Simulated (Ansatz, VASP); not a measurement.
## SnSe2 in two plane-wave programs

One calculation is typed for both programs; each brings its own data sets. How far apart do they land? Of the first pair: The structure shown is the start of the Ansatz relaxation below; VASP solves that cell, so the two are compared at the walk's first step.

Program: Ansatz 0.2.0. Level of theory: plane waves, with VASP 6.6.1 beside it; single point at PBE. Results are calculated unless marked as measured.

### Step 1. Starting point

The cell holds 3 atoms: 1 Sn and 2 Se. Cell: a = 3.811 Å, b = 3.811 Å, c = 29.911 Å, α = 90.0°, β = 90.0°, γ = 120.0°. It derives from SnSe2. As first built, before any earlier steps moved the atoms (in the runner's words): one layer cut from layered SnSe2 (space group P-3m1). Vacuum lies along c. The height across the vacuum is the one that the program set for its solve, not the one typed.

### Step 2. Ansatz: relaxation, PBE

Ansatz runs on its default PAW (the set named soft_2) files.

The two programs are compared at the cell with which this relaxation starts, whose forces are those of its first step.

input.yaml reads:

```yaml
crystal:
  lattice:
    - [3.811, 0.0, 0.0]
    - [-1.9055, 3.30042281, 0.0]
    - [0.0, 0.0, 19.055728]
  atoms:
    - { symbol: Sn, position: [0.0, 0.0, 0.5] }
    - { symbol: Se, position: [0.33333333, 0.66666667, 0.41982127] }
    - { symbol: Se, position: [0.66666667, 0.33333333, 0.58017873] }
  periodic: [true, true, false]
kpoints:
  mp_grid: { grid: [8, 8, 1] }
scf:
  occupations: { method: fermi_dirac, width: 0.05 }
hamiltonian:
  xc: pbe
  pseudopotentials: { kind: paw }
output:
  forces: true
  stress: true
relax:
  f_tol: 0.02
  max_steps: 50
  cell: {}
```

Started as:

```console
> ansatz run input.yaml --threads 4 --pin off --max-ram 8192MiB --backend cpu --events-out ev --progress --plain --runs-dir out
```

Numbers of over 12 decimals in the logs are rounded to 6 here.

What it wrote:

```text
Warning: crystal.periodic: the lattice vector that does not repeat stood 0.000° off the slab's normal, 19.056 Å along it as the deck builds it. The run solves the slab on a vector along the normal, 29.911 Å long, with every atom where it was (on the deck's vector they left 16.00 Å outside them, and the widest stretch free of ions among them is 1.53 Å). A fractional position that the run reports is one of the run's ce [...]
crystal.periodic: the lattice vector that does not repeat stood 0.000° off the slab's normal, 19.056 Å along it as the deck builds it. The run solves the slab on a vector along the normal, 29.911 Å long, with every atom where it was (on the deck's vector they left 16.00 Å outside them, and the widest stretch free of ions among them is 1.53 Å). A fractional position that the run reports is one of the run's cell, which [...]
Engine: ansatz 0.2.0, aarch64-unknown-linux-gnu
Pseudopotentials: kind: paw
Pseudopotential: Sn, paw, valence charge 14, recommended cutoff 420 eV (normal), Sn.paw.azcp
Pseudopotential: Se, paw, valence charge 16, recommended cutoff 420 eV (normal), Se.paw.azcp
Functional definition: PBE
  parameter kappa = 0.804
  parameter beta = 0.066725
  exchange = pbe_x(kappa = kappa, mu = beta*pi^2/3)
  correlation = pbe_c(beta = beta)
Crystal: 3 atoms, lattice volume = 376.224 Å³
Basis set: ecut = 420 eV, 7335 PW (Γ), exchange–correlation on 54×54×400 points (8 copies of the dense FFT grid, shifted against one another)
Bands: 28, of which v1, the nominal top of the filled ones, is band 23 counted from 1 (22 counted from 0)
Symmetry: 12 space group operations
Space group: P-3m1 (ITA 164), of the structure as read, at distance tolerance 7.2e-5 Å
k-points: 10 of 64
Non-local potential: Sn, projectors of the file, l = 0: 2, l = 1: 2, l = 2: 2, l = 3: 2
Non-local potential: Se, projectors of the file, l = 0: 2, l = 1: 2, l = 2: 3, l = 3: 1
PAW form: soft (Blöchl's): semilocal exchange-correlation on the pseudo side does not see the compensation charge
PAW one-centre angular grid: Sn, 590 points (default); XC on 64 Gauss nodes
PAW one-centre angular grid: Se, 590 points (default); XC on 64 Gauss nodes
Initial density: superposition of atomic densities (neutral atoms: chi_scale 0, normalization atom), corrected by the library's trained network
Initial wavefunctions: pseudopotential atomic-orbital guess
Functional: x = pbe(κ = 0.804, μ = 0.219515), c = pbe(β = 0.066725)
SCF iter   1: F=—  HF=-16963.298334 eV  |F-HF|=—  |Δ(HF+E_count)|=         —  Δρ=6.77e-4  dr2=3.03e-3  ethr=1.77e-3  ⟨swp⟩=14.5  Hψ=1923  notcnv=0
preconditioner: auto → Resta (q_TF=auto, 1.922 Å⁻¹)  ε∞=1.6  [insulator: Δε(μ)=0.965 eV  Ē_g=9.916 eV  σ=0.050 eV  W_gap=1.00  n_scr=36 (ndim 8)  ℏωp=7.7 eV  f_vac=0.776  D(μ)=0.00/eV (n_scr^D=0)  ε∞_Penn≈1.6  vacuum switching on, ρ_ref=7.1e-3 e/Å³]
[...]
SCF iter   4: F=—  HF=-16963.254232 eV  |F-HF|=—  |Δ(HF+E_count)|=   4.01e-4  Δρ=1.84e-4  dr2=1.65e-4  ethr=6.10e-6  ⟨swp⟩=2.5  Hψ=388  notcnv=0
SCF iter   5: F=—  HF=-16963.254226 eV  |F-HF|=—  |Δ(HF+E_count)|=   6.25e-6  Δρ=6.20e-5  dr2=1.72e-5  ethr=3.58e-7  ⟨swp⟩=4.0  Hψ=651  notcnv=0
SCF iter   6: F=—  HF=-16963.254227 eV  |F-HF|=—  |Δ(HF+E_count)|=   1.12e-6  Δρ=1.23e-5  dr2=4.36e-7  ethr=3.73e-8  ⟨swp⟩=3.3  Hψ=636  notcnv=0
SCF iter   7: F=-16963.254227 eV  HF=-16963.254227 eV  |F-HF|=2.60e-9  |Δ(HF+E_count)|=   7.25e-7  Δρ=2.04e-6  dr2=1.86e-8  ethr=6.52e-10  ⟨swp⟩=6.5  Hψ=1172  notcnv=0
SCF 2 converged in 7 iterations: F = -16963.254227 eV  dr2 = 1.86e-8
relax step   2: F+E_penalty+E_count = -16963.25422745 eV  Δ(F+E_penalty+E_count) = +4.363e-2 eV  max|allowed force component| = 1.006e0 eV/Å  Δτ_max = 0.1977 Å  P = -0.550 N/m  Ω = 380.311 Å³  energy of the carried Pulay correction = -2.027e-4 eV  fix = [c, alpha, beta]  (7 SCF iters, dr2 threshold 3.00e-7 eV, rejected (line search))
[...]
relax step   3: F+E_penalty+E_count = -16963.38252259 eV  Δ(F+E_penalty+E_count) = -8.467e-2 eV  max|allowed force component| = 9.317e-2 eV/Å  Δτ_max = 0.0803 Å  P = +0.044 N/m  Ω = 385.847 Å³  energy of the carried Pulay correction = -4.737e-4 eV  fix = [c, alpha, beta]  reactions: c +0.000 N/m  (10 SCF iters, accepted)
[...]
relax step   4: F+E_penalty+E_count = -16963.38372161 eV  Δ(F+E_penalty+E_count) = -1.199e-3 eV  max|allowed force component| = 1.259e-2 eV/Å  Δτ_max = 0.0108 Å  P = +0.046 N/m  Ω = 387.075 Å³  energy of the carried Pulay correction = -5.333e-4 eV  fix = [c, alpha, beta]  reactions: c +0.000 N/m  (5 SCF iters, dr2 threshold 3.00e-7 eV, accepted)
[...]
relax step   5: F+E_penalty+E_count = -16963.38420045 eV  Δ(F+E_penalty+E_count) = -4.788e-4 eV  max|allowed force component| = 1.297e-2 eV/Å  Δτ_max = 0.0000 Å  P = +0.042 N/m  Ω = 387.075 Å³  fix = [c, alpha, beta]  reactions: c +0.000 N/m  stress off target by 4.25e-2 N/m on what of the cell is left free  SCF on the basis re-selected at this cell (its energy is not comparable with the rows above)  (7 SCF iters)
basis re-selected at this cell: Δ(F+E_penalty+E_count) = -4.788e-4 eV, ΔP = -0.003 N/m vs the last step (what re-selecting the basis moved, of the pressure what is left beyond the Pulay correction that the steps carried, after the strain that the cell walked since its last selection, with what the two solves' SCF thresholds leave and, on support functions, any second-order correction that the steps lacked; it is no m [...]
SCF converged after 7 iterations
Free energy (F): -16963.384200 eV
Harris-Foulkes:  -16963.384200 eV  (|F-HF|=3.24e-8)
Internal energy: -16963.384146 eV  (E = F + TS)
E sigma→0 (E₀):  -16963.384173 eV
Entropy (-TS):   -0.000054 eV (-0.018 meV/atom)
Fermi energy:    -5.623784 eV
--- Per-component energies (eV) ---
  E_band       = -1499.417229
  E_kinetic    = 422.958492
  E_local      = -92348.346735  (includes V_loc(G=0)·N_el)
  E_nonlocal   = -1222.397796
  E_hartree    = 45931.661250
  E_xc         = -588.779714
  E_vxc        = -289.869714  (∫ρ·V_xc dr)
  E_paw        = -7963.819086  (= ΣΔE_a)
  E_vpaw       = 74.917405  (= ΣTr[D̂ρ^β])
  E_aug_tail   = -0.001202  (compensation charges beyond the density's cutoff)
  E_ewald      = 38805.340645
  E_smearing   = -0.000054  (= −TS)
  E_closure    = -0.000000  (closes the sum)
  Σ components = -16963.384200   (vs F -16963.384200, Δ=0.00e0)
--- Forces (eV/Å), atoms counted from 1 ---
  atom   1  Sn     0.00000000     0.00000000     0.00000000
  atom   2  Se     0.00000000    -0.00000000     0.01297246
  atom   3  Se     0.00000000     0.00000000    -0.01297246
  max |Σ_I F_I| component: 1.73e-18 eV/Å
--- 2D stress c σ (N/m, compression-positive) ---
        0.042481      -0.000000      -0.000000
       -0.000000       0.042481      -0.000000
       -0.000000      -0.000000       0.000000
  P = ½ c Tr σ = 0.0425 N/m
--- Relaxed structure (4 steps of the walk, 3 accepted, 1 SCFs on fresh bases) ---
  F+E_penalty+E_count = -16963.38420045 eV   max|allowed force component| = 1.297e-2 eV/Å   (the final SCF, on the basis selected at the relaxed cell)
  cell:  # Å, volume = 387.0753 Å³
    - [3.865571, 0.0, 0]
    - [-1.932785, 3.347682, 0]
    - [0, 0, 29.911456]
  atoms:
    - { symbol: Sn, position: [0, 0, 0.318536] }
    - { symbol: Se, position: [0.333333, 0.666667, 0.265135] }
    - { symbol: Se, position: [0.666667, 0.333333, 0.371937] }
```

### Step 3. VASP: single point, PBE, start cell, pair 1

The same cell, functional, mesh and smearing now go to VASP, with its own data sets.

Lines of VASP's logs that name or quote its potential files are left out, and so is its time.

INCAR reads:

```
SYSTEM = SnSe2
PREC = Accurate
ENCUT = 400
EDIFF = 1E-06
NELM = 120
ISMEAR = -1
SIGMA = 0.05
LREAL = .FALSE.
ALGO = Normal
GGA = PE
NBANDS = 19
LORBIT = 11
LWAVE = .FALSE.
LCHARG = .FALSE.
ISIF = 2
LDIPOL = .TRUE.
IDIPOL = 3
DIPOL = 0.5 0.5 0.319
LVHAR = .TRUE.
LASPH = .TRUE.
GGA_COMPAT = .FALSE.
EFERMI = MIDGAP
NELMDL = -8
```

POSCAR reads:

```
SnSe2
1.0
    3.8110000000      0.0000000000      0.0000000000
   -1.9055000000      3.3004230000      0.0000000000
    0.0000000000      0.0000000000     29.9114560000
Sn Se
1 2
Direct
    0.0000000000      0.0000000000      0.3185356139
    0.3333333333      0.6666666667      0.2674560543
    0.6666666667      0.3333333333      0.3696151735
```

KPOINTS reads:

```
Automatic mesh
0
Gamma
8 8 1
0 0 0
```

PAW data sets: Sn_d and Se (PBE family, release 64).

Started as:

```console
> mpirun -np 1 vasp_std
```

What it wrote:

```text
[banner, memory and clock lines left out]
running    1 mpi-ranks, on    1 nodes
 distrk:  each k-point on    1 cores,    1 groups
 distr:  one band on    1 cores,    1 groups

 POSCAR found type information on POSCAR SnSe
 POSCAR found :  2 types and       3 ions
 LDA part: xc-table for (Slater+PW92), standard interpolation
 POSCAR, INCAR and KPOINTS ok, starting setup
 FFT: planning ... GRIDC
 FFT: planning ... GRID_SOFT
 FFT: planning ... GRID
 WAVECAR not read
 entering main loop
       N       E                     dE             d eps       ncg     rms          rms(c)
DAV:   1     0.166524747969E+03    0.16652E+03   -0.94473E+03   460   0.849E+02
DAV:   2     0.720951811188E+01   -0.15932E+03   -0.15569E+03   502   0.211E+02
DAV:   3    -0.115923448001E+02   -0.18802E+02   -0.18755E+02   479   0.836E+01
DAV:   4    -0.120581642859E+02   -0.46582E+00   -0.46534E+00   533   0.164E+01
DAV:   5    -0.120686897110E+02   -0.10525E-01   -0.10525E-01   541   0.237E+00
DAV:   6    -0.120689117151E+02   -0.22200E-03   -0.22200E-03   519   0.274E-01
DAV:   7    -0.120689254481E+02   -0.13733E-04   -0.13733E-04   596   0.530E-02
DAV:   8    -0.120689255296E+02   -0.81435E-07   -0.81602E-07   452   0.480E-03    0.517E+00
DAV:   9    -0.117980753779E+02    0.27085E+00   -0.55471E-01   576   0.803E+00    0.337E+00
DAV:  10    -0.117779452497E+02    0.20130E-01   -0.27235E-01   474   0.356E+00    0.522E-01
DAV:  11    -0.117720015917E+02    0.59437E-02   -0.33857E-02   497   0.198E+00    0.301E-01
DAV:  12    -0.117723953588E+02   -0.39377E-03   -0.30053E-03   468   0.332E-01    0.598E-02
DAV:  13    -0.117723966310E+02   -0.12722E-05   -0.20709E-04   538   0.151E-01    0.318E-02
DAV:  14    -0.117724236174E+02   -0.26986E-04   -0.84627E-05   473   0.521E-02    0.858E-03
DAV:  15    -0.117724424073E+02   -0.18790E-04   -0.50381E-06   463   0.139E-02    0.855E-03
DAV:  16    -0.117725224654E+02   -0.80058E-04   -0.17209E-05   380   0.154E-02    0.450E-03
DAV:  17    -0.117725787513E+02   -0.56286E-04   -0.37288E-06   389   0.667E-03    0.331E-03
DAV:  18    -0.117726156997E+02   -0.36948E-04   -0.31966E-06   394   0.746E-03    0.253E-03
DAV:  19    -0.117726252315E+02   -0.95318E-05   -0.10024E-07   444   0.254E-03    0.659E-04
DAV:  20    -0.117726350779E+02   -0.98464E-05   -0.24395E-07   399   0.212E-03    0.106E-03
DAV:  21    -0.117726381849E+02   -0.31070E-05   -0.55661E-08   433   0.136E-03    0.371E-04
DAV:  22    -0.117726396690E+02   -0.14841E-05   -0.36673E-08   414   0.659E-04    0.193E-04
DAV:  23    -0.117726406228E+02   -0.95380E-06   -0.10518E-08   369   0.404E-04
   1 F= -.11772641E+02 E0= -.11772635E+02  d E =-.105940E-04
```

Parts of OUTCAR (step 3):

```text
ion  position               nearest neighbor table
   1  0.000  0.000  0.319-   3 2.68   2 2.68   3 2.68   2 2.68   3 2.68   2 2.68
   2  0.333  0.667  0.267-   1 2.68   1 2.68   1 2.68
   3  0.667  0.333  0.370-   1 2.68   1 2.68   1 2.68

  LATTYP: Found a hexagonal cell.
 ALAT       =     3.8110000000
 C/A-ratio  =     7.8487158226

 Subroutine GETGRP returns: Found 12 space group operations
 (whereof  6 operations were pure point group operations)

The static configuration has the point symmetry C_3v.
 The point group associated with its full space group is D_3d.

 Found     10 irreducible k-points:

   k-points           NKPTS =     10   k-points in BZ     NKDIM =     10   number of bands    NBANDS=     19

   dimension x,y,z NGX =    28 NGY =   28 NGZ =  196
   dimension x,y,z NGXF=    56 NGYF=   56 NGZF=  392

   ENCUT  =  400.0 eV  29.40 Ry    5.42 a.u.   6.21  6.21 48.78*2*pi/ulx,y,z

   NELECT =      26.0000    total number of electrons

 k-points in reciprocal lattice and weights: Automatic mesh
   0.00000000  0.00000000  0.00000000       0.016
   0.12500000 -0.00000000  0.00000000       0.094
   0.25000000 -0.00000000  0.00000000       0.094
   0.37500000 -0.00000000  0.00000000       0.094
   0.50000000 -0.00000000  0.00000000       0.047
   0.12500000  0.12500000  0.00000000       0.094
   0.25000000  0.12500000  0.00000000       0.188
   0.37500000  0.12500000  0.00000000       0.188
   0.25000000  0.25000000  0.00000000       0.094
   0.37500000  0.25000000  0.00000000       0.094

 dipolmoment           0.000000      0.000000     -0.000001 electrons x Angstroem

 average (electrostatic) potential at core
       1-110.7233       2 -61.3472       3 -61.3472

 E-fermi :  -3.5193

 k-point     1 :       0.0000    0.0000    0.0000
  band No.  band energies     occupation
    ...
      9      -4.9743      2.00000
     10      -4.5774      2.00000
     11      -4.5774      2.00000
     12      -4.1445      1.99999
     13      -4.1445      1.99999
     14      -2.2636      0.00000
     15      -0.9331      0.00000
     16       0.6650      0.00000
     17       0.6650      0.00000
     18       1.6552      0.00000
    ...

 k-point     2 :       0.1250   -0.0000    0.0000
  band No.  band energies     occupation
    ...
      9      -5.7883      2.00000
     10      -5.0608      2.00000
     11      -4.9091      2.00000
     12      -4.8518      2.00000
     13      -4.0241      1.99992
     14      -1.6133      0.00000
     15      -0.2208      0.00000
     16       0.6567      0.00000
     17       1.0508      0.00000
     18       1.8232      0.00000
    ...

 k-point     3 :       0.2500   -0.0000    0.0000
  band No.  band energies     occupation
    ...
      9      -7.2566      2.00000
     10      -5.9067      2.00000
     11      -5.7535      2.00000
     12      -4.7181      2.00000
     13      -4.0997      1.99998
     14      -1.9883      0.00000
     15       0.2365      0.00000
     16       1.6342      0.00000
     17       1.7436      0.00000
     18       2.2183      0.00000
    ...

  Total        2.1343117      2.1343119      2.6687158      0.0000000      0.0000000      0.0000000
  in kB        9.0891299      9.0891309     11.3649311      0.0000000      0.0000000      0.0000000
  external PRESSURE =       9.8477307 kB  Pullay stress =       0.0000000 kB

  energy-cutoff  :      400.00
  volume of cell :      376.22
      direct lattice vectors                 reciprocal lattice vectors
     3.811000000  0.000000000  0.000000000     0.262398321  0.151495733  0.000000000
    -1.905500000  3.300423000  0.000000000     0.000000000  0.302991465  0.000000000
     0.000000000  0.000000000 29.911456000     0.000000000  0.000000000  0.033432007

 POSITION                                       TOTAL-FORCE (eV/Angst)
 -----------------------------------------------------------------------------------
      0.00000      0.00000      9.52786        -0.000000     -0.000000      0.000000
     -0.00000      2.20028      8.00000         0.000000      0.000000     -0.882903
      1.90550      1.10014     11.05573        -0.000000     -0.000000      0.882903
 -----------------------------------------------------------------------------------
    total drift:                                0.000000      0.000000     -0.000007

  FREE ENERGIE OF THE ION-ELECTRON SYSTEM (eV)
  ---------------------------------------------------
  free  energy   TOTEN  =       -11.7726406228 eV

  energy  without entropy=      -11.7726300288  energy(sigma->0) =      -11.77263533

 vacuum level on the upper side and lower side of the slab         2.072         2.072

 total charge
# of ion       s       p       d       tot
------------------------------------------
    1        1.047   1.061  10.118  12.225
    2        1.481   2.340   0.028   3.848
    3        1.481   2.340   0.028   3.848
--------------------------------------------------
tot          4.008   5.741  10.173  19.922

[... 3 further parts left out ...]
```

(Continued in part 2 of 2.)

[Lines on the potential files, build, host, timing and source positions are cut from VASP's logs without a mark.]

[Logs are printed without paths, hosts, clocks, repeated set-up lines and the standing remarks that a program may print on its own settings, such as how far it seeks lower states.]

[Hosts, paths, dates, database ids (printed as entryN), source tags and the programs' standing remarks are cut or masked in the printed files.]
